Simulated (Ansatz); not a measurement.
Y:

```
CELL_PARAMETERS angstrom
3.64254 0.00000 0.00000
-1.82127 3.15454 0.00000
0.00000 0.00000 11.84413
ATOMIC_POSITIONS crystal
Y 0.66667 0.33333 0.75000
Y 0.00000 0.00000 0.50000
Y 0.33333 0.66667 0.25000
Y 0.00000 0.00000 0.00000
```

- Program: Ansatz 0.2.0
- Task: single point
- Functional: PBEsol
- Potentials or basis: Ansatz PAW
- Cutoff: 420 eV (not typed: the program's choice for these potentials)
- k mesh: 8 × 8 × 3
- Occupations: fermi-dirac, width 0.05 eV
- Spin: no spin polarisation

On this cell: pressure -3.5 GPa; largest force under 0.003 eV/Å; band gap on the k mesh none (metal or under the smearing width).

The same run follows on a disturbed copy (atoms moved at random, drawn with an rms of 0.05 Å):

```
Y
1.0
     3.64254    0.00000    0.00000
    -1.82127    3.15454    0.00000
     0.00000    0.00000   11.84413
Y
4
Direct
  0.67778 0.33328 0.75145
  0.99857 0.98937 0.50459
  0.34126 0.67218 0.25273
  0.99905 0.99244 0.99907
```

**Question.** What changes?

**Answer.** The energy (extrapolated to zero smearing) moves by +1.2 meV/atom; pressure -3.5 GPa; largest force 0.101 eV/Å; band gap on the k mesh none (metal or under the smearing width).

Forces in eV/Å, atoms in the order of the input:
```
Y   -0.030 -0.032  0.016
Y    0.017  0.043 -0.083
Y   -0.007 -0.044 -0.027
Y    0.020  0.033  0.093
```

Stress tensor (GPa, compression positive):
```
-3.30 -0.03  0.00
-0.03 -3.32  0.00
 0.00  0.00 -3.85
```

Caveats: the PAW data sets come from PBE, with cores solved anew for the run's functional, which leaves a small shift of forces and pressure.
